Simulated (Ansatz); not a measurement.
Input and command of a plane-wave DFT calculation in Ansatz:

```yaml
crystal:
  lattice:
    - [3.2444059765, 0.0, 0.0]
    - [-1.6222029882, 2.8097379958, 0.0]
    - [0.0, 0.0, 3.1928138414]
  atoms:
    - { symbol: Mo, position: [0.0, 0.0, 0.0] }
    - { symbol: P, position: [0.3333333333, 0.6666666667, 0.5] }
basis:
  ecutwfc: 420
kpoints:
  mp_grid: { grid: [18, 18, 14] }
hamiltonian:
  xc: pbe
scf:
  occupations: { method: fermi_dirac, width: 0.15 }
output:
  forces: true
  stress: true
  eigenvalues: true
relax:
  adjacent_minimum: "off"
  f_tol: 0.001
  max_steps: 60
  cell: { stress_tol: 0.02, p_target: 9.0 }
```

```bash
ansatz run input.yaml --threads 1 --pin off --max-ram 3072MiB --backend cpu --events-out ev --progress --plain --runs-dir out
```

Processor: Intel(R) Xeon(R) Platinum 8488C (Sapphire Rapids), 1 thread, on a host shared with other jobs.

How long does it run, and how much memory does it take?

About 48 s on 1 thread of Intel(R) Xeon(R) Platinum 8488C (Sapphire Rapids), on a shared host, peak memory 0.51 GiB. It solves 14 bands at 296 k points (the mesh reduced by the symmetry that the task leaves, which can be less than the crystal's) with about 551 plane waves (on the last cell), in 30 SCF iterations over 5 ionic steps.
